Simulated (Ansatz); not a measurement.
Runs of Ansatz 0.2.0 on Si2Mo. It takes space group I4/mmm (No. 139, tetragonal). The conventional cell has a = 3.200 Å, b = 3.200 Å, c = 7.861 Å, α = 90.00°, β = 90.00°, γ = 90.00°. Around Mo (site symmetry 4/mmm) lie 10 Si at 2.62 Å. Around Si (site symmetry 4mm) lie 5 Si at 2.61 to 2.63 Å and 5 Mo at 2.62 Å. 

```csv
task,level,potentials or basis,spin,fixed moment (μB),cell,k mesh,cutoff (eV),smearing,search for lower states,empty bands summed for spectra up to,optics k mesh,broadening,basis error allowed,gap on the mesh (eV),pressure (GPa),moment (μB),largest force (eV/Å)
single point,PBE,"all-electron LAPW, scalar-relativistic",off,-,as given,8 × 8 × 8,205,fermi-dirac 0.02 eV,-,-,-,-,0.002 eV/atom,none,2.3,-,0.32
projected density of states,SVWN5,"all-electron LAPW, scalar-relativistic","collinear, ferromagnetic start",-,volume scaled by 1.04,12 × 12 × 12,216,gaussian 0.025 eV,off,-,-,-,0.001 eV/atom,-,(b),0.00,0.43
band structure,PBEsol-PBE,"all-electron LAPW, relativistic spinors","non-collinear, random start, SOC",-,as given,9 × 9 × 9,227,fermi-dirac 0.15 eV,-,-,-,-,0.001 eV/atom,-,-4.3,0.00,(a)
optical spectrum,PBE,"all-electron LAPW, non-relativistic","non-collinear, random start",-,as given,9 × 9 × 9,204,fermi-dirac 0.05 eV,-,8 eV,9 × 9 × 9,0.1 eV,0.002 eV/atom,none,-,0.00,-
```

Problem. Estimate the missing entries.

Solution. (a) 0.29; (b) -13.4.

Caveats: the k mesh is thin for a metal, which can move the energy by tens of meV per atom (some runs); the starting moments weren't kept (some runs); local fields are left out (some runs); spectra need much finer meshes, so this one isn't converged (some runs); independent-particle spectra lack excitons (some runs); the intraband (Drude) part of a metal's response may be missing (some runs); relativity is left out, which matters for the heavier elements (some runs).

A k mesh can miss the band edges, and rows without SOC leave out spin-orbit coupling on Mo.

A gap of «none» marks a metal or a gap under the smearing width.
